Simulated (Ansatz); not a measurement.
# CoSi2/Si/CoSi2: conductance against the thickness of the layer, part 5 of 6

How fast does the current through CoSi2/Si/CoSi2 fall with each added layer? Both electrodes are CoSi2 fluorite(111); the barrier is Si diamond(111) (whole bilayers). In the first transport cell, after relaxation, the nearest pair of electrode and barrier is Si–Si at 2.38 Å, along the normal, at the lower face and Si–Si at 2.38 Å, along the normal, at the upper one. All share a net of side 3.829 Å, which strains the lower electrode by +1.0 % and the barrier by -1.0 %, against typed lattice constants near PBE's. The first steps treat the bulk electrodes alone.

Ansatz 0.2.0; PBE DFT, plane waves, PAW files (the session's first sound run).

So far, transmission at the Fermi level (a spin, zone mean): step 4 (T(E) of the junction) 0.0711; step 5 (conductance on a fine mesh, atomic planes in the barrier 4, gap between the …) 0.183; step 6 (conductance, 58 atoms) 0.0690. Also channels of the lower lead: step 4 1.27; step 6 1.35.

### Step 7. Conductance on a fine mesh, atomic planes in the barrier 8, gap between the electrodes 15.06 Å

Level of this step: PBE DFT, plane waves, PAW files; ballistic transmission by layer matching between semi-infinite leads (Ansatz).

System of this step: CoSi2/Si/CoSi2. The cell holds 60 atoms: 18 Co and 42 Si. Cell: a = 3.829 Å, b = 3.829 Å, c = 79.621 Å, α = 90.0°, β = 90.0°, γ = 120.0°. Regions: left electrode, 26 atoms (9 Co and 17 Si); barrier, 8 atoms (8 Si); right electrode, 26 atoms (17 Si and 9 Co). Vacuum lies along c.

Barrier layers are added or taken out in the middle, and the relaxed faces stay.

The input, input.yaml:

```yaml
crystal:
  lattice:
    - [3.829, 0.0, 0.0]
    - [-1.9145, 3.3160112711, 0.0]
    - [0.0, 0.0, 79.6213672525]
  atoms:
    - { symbol: Co, position: [0.66666667, 0.33333333, 0.0879160989] }
    - { symbol: Si, position: [0.0, 0.0, 0.0973523691] }
    - { symbol: Si, position: [0.66666667, 0.33333333, 0.1170445806] }
    - { symbol: Co, position: [0.0, 0.0, 0.1264808508] }
    - { symbol: Si, position: [0.33333333, 0.66666667, 0.1359171209] }
    - { symbol: Si, position: [0.0, 0.0, 0.1556093324] }
    - { symbol: Co, position: [0.33333333, 0.66666667, 0.1650456026] }
    - { symbol: Si, position: [0.66666667, 0.33333333, 0.1744818727] }
    - { symbol: Si, position: [0.33333333, 0.66666667, 0.1941740843] }
    - { symbol: Co, position: [0.66666667, 0.33333333, 0.2036103544] }
    - { symbol: Si, position: [0.0, 0.0, 0.2130466246] }
    - { symbol: Si, position: [0.66666667, 0.33333333, 0.2327388361] }
    - { symbol: Co, position: [0.0, 0.0, 0.2421751062] }
    - { symbol: Si, position: [0.33333333, 0.66666667, 0.2516113764] }
    - { symbol: Si, position: [0.0, 0.0, 0.2713035879] }
    - { symbol: Co, position: [0.33333333, 0.66666667, 0.2807398581] }
    - { symbol: Si, position: [0.66666667, 0.33333333, 0.2901761282] }
    - { symbol: Si, position: [0.33333333, 0.66666667, 0.3098683398] }
    - { symbol: Co, position: [0.66666667, 0.33333333, 0.3193046099] }
    - { symbol: Si, position: [0.0, 0.0, 0.3287408801] }
    - { symbol: Si, position: [0.66666667, 0.33333333, 0.3484330916] }
    - { symbol: Co, position: [0.0, 0.0, 0.3578693617] }
    - { symbol: Si, position: [0.33333333, 0.66666667, 0.3673056319] }
    - { symbol: Si, position: [0.0, 0.0, 0.3869978434] }
    - { symbol: Co, position: [0.33333333, 0.66666667, 0.3964341136] }
    - { symbol: Si, position: [0.66666667, 0.33333333, 0.405407696] }
    - { symbol: Si, position: [0.66666667, 0.33333333, 0.4352439474] }
    - { symbol: Si, position: [0.0, 0.0, 0.445195672] }
    - { symbol: Si, position: [0.0, 0.0, 0.4750238239] }
    - { symbol: Si, position: [0.33333333, 0.66666667, 0.4850856857] }
    - { symbol: Si, position: [0.33333333, 0.66666667, 0.5149138726] }
    - { symbol: Si, position: [0.66666667, 0.33333333, 0.5249757345] }
    - { symbol: Si, position: [0.66666667, 0.33333333, 0.5548039214] }
    - { symbol: Si, position: [0.0, 0.0, 0.5647557384] }
    - { symbol: Si, position: [0.0, 0.0, 0.5945920479] }
    - { symbol: Co, position: [0.33333333, 0.66666667, 0.6035658864] }
    - { symbol: Si, position: [0.66666667, 0.33333333, 0.6130021566] }
    - { symbol: Si, position: [0.33333333, 0.66666667, 0.6326943681] }
    - { symbol: Co, position: [0.66666667, 0.33333333, 0.6421306383] }
    - { symbol: Si, position: [0.0, 0.0, 0.6515669084] }
    - { symbol: Si, position: [0.66666667, 0.33333333, 0.6712591199] }
    - { symbol: Co, position: [0.0, 0.0, 0.6806953901] }
    - { symbol: Si, position: [0.33333333, 0.66666667, 0.6901316602] }
    - { symbol: Si, position: [0.0, 0.0, 0.7098238718] }
    - { symbol: Co, position: [0.33333333, 0.66666667, 0.7192601419] }
    - { symbol: Si, position: [0.66666667, 0.33333333, 0.7286964121] }
    - { symbol: Si, position: [0.33333333, 0.66666667, 0.7483886236] }
    - { symbol: Co, position: [0.66666667, 0.33333333, 0.7578248938] }
    - { symbol: Si, position: [0.0, 0.0, 0.7672611639] }
    - { symbol: Si, position: [0.66666667, 0.33333333, 0.7869533754] }
    - { symbol: Co, position: [0.0, 0.0, 0.7963896456] }
    - { symbol: Si, position: [0.33333333, 0.66666667, 0.8058259157] }
    - { symbol: Si, position: [0.0, 0.0, 0.8255181273] }
    - { symbol: Co, position: [0.33333333, 0.66666667, 0.8349543974] }
    - { symbol: Si, position: [0.66666667, 0.33333333, 0.8443906676] }
    - { symbol: Si, position: [0.33333333, 0.66666667, 0.8640828791] }
    - { symbol: Co, position: [0.66666667, 0.33333333, 0.8735191492] }
    - { symbol: Si, position: [0.0, 0.0, 0.8829554194] }
    - { symbol: Si, position: [0.66666667, 0.33333333, 0.9026476309] }
    - { symbol: Co, position: [0.0, 0.0, 0.9120839011] }
kpoints:
  mp_grid: { grid: [8, 8, 1] }
scf:
  occupations: { method: fermi_dirac, width: 0.1 }
  max_iter: 150
hamiltonian:
  xc: pbe
output:
  transmission:
    kmesh: [24, 24]
    e_range: [-0.26, 0.27]
    de: 0.0375
    leads: [[11, 14], [46, 49]]
```

Run with:

```console
$ ansatz run input.yaml --threads 8 --pin off --max-ram 24576MiB --backend cpu --events-out ev --progress --plain --runs-dir out
```

Numbers of over 12 decimals in the logs are rounded to 6 here.

Log:

```text
[...]
Crystal: 60 atoms, lattice volume = 1010.953 Å³
Basis set: ecut = 420 eV, 19731 PW (Γ)
Bands: 297, of which v1, the nominal top of the filled ones, is band 237 counted from 1 (236 counted from 0)
Symmetry: 12 space group operations
[...]
k-points: 10 of 64
[...]
channels       : 1.348958e0 a spin
[...]
slowest decay  : 0.0394 /Å at (0.3333, 0.2083)
[...]
filled         : 12.2 meV over the level at which it is neutral
    channels       : 1.348958e0 a spin
[...]
slowest decay  : 0.0394 /Å at (0.3333, 0.2083)
  junction   : crystal 0 to crystal 1, 20.82 to 58.80 Å
    transmission   : 2.515856e-2 a spin
[...]
resistance     : 6.3745e-2 Ω µm² beyond half of each lead's own
[key lines of the parts left out:]
SCF converged after 11 iterations
Free energy (F): -118993.757564 eV
Fermi energy:    8.768575 eV
```

The job ended after 2.8 min (8 threads of Arm Neoverse V2, shared host; peak memory 12 GiB).

One spin. The transmission, zone mean by energy, zero at the Fermi level:

| energy (eV) | transmission, zone mean |
| --- | --- |
| -0.260 | 0.0245 |
| -0.223 | 0.0242 |
| -0.185 | 0.0245 |
| -0.147 | 0.0247 |
| -0.110 | 0.0248 |
| -0.072 | 0.0249 |
| -0.035 | 0.0250 |
| 0.003 | 0.0252 |
| 0.040 | 0.0253 |
| 0.077 | 0.0261 |
| 0.115 | 0.0270 |
| 0.152 | 0.0281 |
| 0.190 | 0.0289 |
| 0.228 | 0.0296 |
| 0.265 | 0.0308 |

G = 1.5e13 S/m² (1/G = 0.0650 Ω µm²), 0.36 times the step before of this kind. The largest error estimate is 6.3 %, from the mesh across the current. In the worse lead the potential repeats within 5.1 meV, which the program lets pass.

### Step 8. Conductance on a fine mesh, atomic planes in the barrier 12, gap between the electrodes 21.42 Å

System of this step: CoSi2/Si/CoSi2. The cell holds 64 atoms: 18 Co and 46 Si. Its edges and angles: a = 3.829 Å, b = 3.829 Å, c = 85.974 Å, α = 90.0°, β = 90.0°, γ = 120.0°. Regions: left electrode, 26 atoms (9 Co and 17 Si); barrier, 12 atoms (12 Si); right electrode, 26 atoms (17 Si and 9 Co). Vacuum lies along c.

Barrier layers are added or taken out in the middle, and the relaxed faces stay.

The input, input.yaml:

```yaml
crystal:
  lattice:
    - [3.829, 0.0, 0.0]
    - [-1.9145, 3.3160112711, 0.0]
    - [0.0, 0.0, 85.9735676989]
  atoms:
    - { symbol: Co, position: [0.66666667, 0.33333333, 0.0814203736] }
    - { symbol: Si, position: [0.0, 0.0, 0.0901594401] }
    - { symbol: Si, position: [0.66666667, 0.33333333, 0.1083966827] }
    - { symbol: Co, position: [0.0, 0.0, 0.1171357493] }
    - { symbol: Si, position: [0.33333333, 0.66666667, 0.1258748158] }
    - { symbol: Si, position: [0.0, 0.0, 0.1441120584] }
    - { symbol: Co, position: [0.33333333, 0.66666667, 0.1528511249] }
    - { symbol: Si, position: [0.66666667, 0.33333333, 0.1615901915] }
    - { symbol: Si, position: [0.33333333, 0.66666667, 0.179827434] }
    - { symbol: Co, position: [0.66666667, 0.33333333, 0.1885665006] }
    - { symbol: Si, position: [0.0, 0.0, 0.1973055672] }
    - { symbol: Si, position: [0.66666667, 0.33333333, 0.2155428097] }
    - { symbol: Co, position: [0.0, 0.0, 0.2242818763] }
    - { symbol: Si, position: [0.33333333, 0.66666667, 0.2330209428] }
    - { symbol: Si, position: [0.0, 0.0, 0.2512581854] }
    - { symbol: Co, position: [0.33333333, 0.66666667, 0.259997252] }
    - { symbol: Si, position: [0.66666667, 0.33333333, 0.2687363185] }
    - { symbol: Si, position: [0.33333333, 0.66666667, 0.2869735611] }
    - { symbol: Co, position: [0.66666667, 0.33333333, 0.2957126276] }
    - { symbol: Si, position: [0.0, 0.0, 0.3044516942] }
    - { symbol: Si, position: [0.66666667, 0.33333333, 0.3226889367] }
    - { symbol: Co, position: [0.0, 0.0, 0.3314280033] }
    - { symbol: Si, position: [0.33333333, 0.66666667, 0.3401670699] }
    - { symbol: Si, position: [0.0, 0.0, 0.3584043124] }
    - { symbol: Co, position: [0.33333333, 0.66666667, 0.367143379] }
    - { symbol: Si, position: [0.66666667, 0.33333333, 0.3754539438] }
    - { symbol: Si, position: [0.66666667, 0.33333333, 0.4030857286] }
    - { symbol: Si, position: [0.0, 0.0, 0.4123021651] }
    - { symbol: Si, position: [0.0, 0.0, 0.4399264489] }
    - { symbol: Si, position: [0.33333333, 0.66666667, 0.4492448849] }
    - { symbol: Si, position: [0.33333333, 0.66666667, 0.4768692012] }
    - { symbol: Si, position: [0.66666667, 0.33333333, 0.4861876373] }
    - { symbol: Si, position: [0.66666667, 0.33333333, 0.5138119536] }
    - { symbol: Si, position: [0.0, 0.0, 0.5231303897] }
    - { symbol: Si, position: [0.0, 0.0, 0.550754706] }
    - { symbol: Si, position: [0.33333333, 0.66666667, 0.5600731421] }
    - { symbol: Si, position: [0.33333333, 0.66666667, 0.5876974584] }
    - { symbol: Si, position: [0.66666667, 0.33333333, 0.5969139804] }
    - { symbol: Si, position: [0.66666667, 0.33333333, 0.6245458191] }
    - { symbol: Co, position: [0.0, 0.0, 0.632856621] }
    - { symbol: Si, position: [0.33333333, 0.66666667, 0.6415956876] }
    - { symbol: Si, position: [0.0, 0.0, 0.6598329301] }
    - { symbol: Co, position: [0.33333333, 0.66666667, 0.6685719967] }
    - { symbol: Si, position: [0.66666667, 0.33333333, 0.6773110633] }
    - { symbol: Si, position: [0.33333333, 0.66666667, 0.6955483058] }
    - { symbol: Co, position: [0.66666667, 0.33333333, 0.7042873724] }
    - { symbol: Si, position: [0.0, 0.0, 0.7130264389] }
    - { symbol: Si, position: [0.66666667, 0.33333333, 0.7312636815] }
    - { symbol: Co, position: [0.0, 0.0, 0.740002748] }
    - { symbol: Si, position: [0.33333333, 0.66666667, 0.7487418146] }
    - { symbol: Si, position: [0.0, 0.0, 0.7669790572] }
    - { symbol: Co, position: [0.33333333, 0.66666667, 0.7757181237] }
    - { symbol: Si, position: [0.66666667, 0.33333333, 0.7844571903] }
    - { symbol: Si, position: [0.33333333, 0.66666667, 0.8026944328] }
    - { symbol: Co, position: [0.66666667, 0.33333333, 0.8114334994] }
    - { symbol: Si, position: [0.0, 0.0, 0.820172566] }
    - { symbol: Si, position: [0.66666667, 0.33333333, 0.8384098085] }
    - { symbol: Co, position: [0.0, 0.0, 0.8471488751] }
    - { symbol: Si, position: [0.33333333, 0.66666667, 0.8558879416] }
    - { symbol: Si, position: [0.0, 0.0, 0.8741251842] }
    - { symbol: Co, position: [0.33333333, 0.66666667, 0.8828642507] }
    - { symbol: Si, position: [0.66666667, 0.33333333, 0.8916033173] }
    - { symbol: Si, position: [0.33333333, 0.66666667, 0.9098405599] }
    - { symbol: Co, position: [0.66666667, 0.33333333, 0.9185796264] }
kpoints:
  mp_grid: { grid: [8, 8, 1] }
scf:
  occupations: { method: fermi_dirac, width: 0.1 }
  max_iter: 150
hamiltonian:
  xc: pbe
output:
  transmission:
    kmesh: [24, 24]
    e_range: [-0.26, 0.27]
    de: 0.0375
    leads: [[11, 14], [50, 53]]
```

Log:

```text
[...]
Crystal: 64 atoms, lattice volume = 1091.607 Å³
Basis set: ecut = 420 eV, 21287 PW (Γ)
Bands: 309, of which v1, the nominal top of the filled ones, is band 245 counted from 1 (244 counted from 0)
Symmetry: 12 space group operations
[...]
k-points: 10 of 64
[...]
channels       : 1.348958e0 a spin
[...]
slowest decay  : 0.0392 /Å at (0.3333, 0.2083)
[...]
filled         : 12.1 meV over the level at which it is neutral
    channels       : 1.348958e0 a spin
[...]
slowest decay  : 0.0392 /Å at (0.3333, 0.2083)
  junction   : crystal 0 to crystal 1, 20.82 to 65.16 Å
    transmission   : 4.343744e-3 a spin
[...]
resistance     : 3.7533e-1 Ω µm² beyond half of each lead's own
[key lines of the parts left out:]
SCF converged after 12 iterations
Free energy (F): -121536.983381 eV
Fermi energy:    8.593439 eV
```

Elapsed: 3 min, on 8 threads; peak memory 14 GiB; 20 min of CPU time.

G = 2.7e12 S/m² (1/G = 0.377 Ω µm²), 0.17 times the step before of this kind. The largest error estimate is 7 %, from the mesh across the current. In the worse lead the potential repeats within 5 meV, which the program lets pass.

(Continued in part 6 of 6.)

[Logs are printed without paths, hosts, clocks, repeated set-up lines and the standing remarks that a program may print on its own settings, such as how far it seeks lower states.]

[Hosts, paths, dates, database ids (printed as entryN), source tags and the programs' standing remarks are cut or masked in the printed files.]
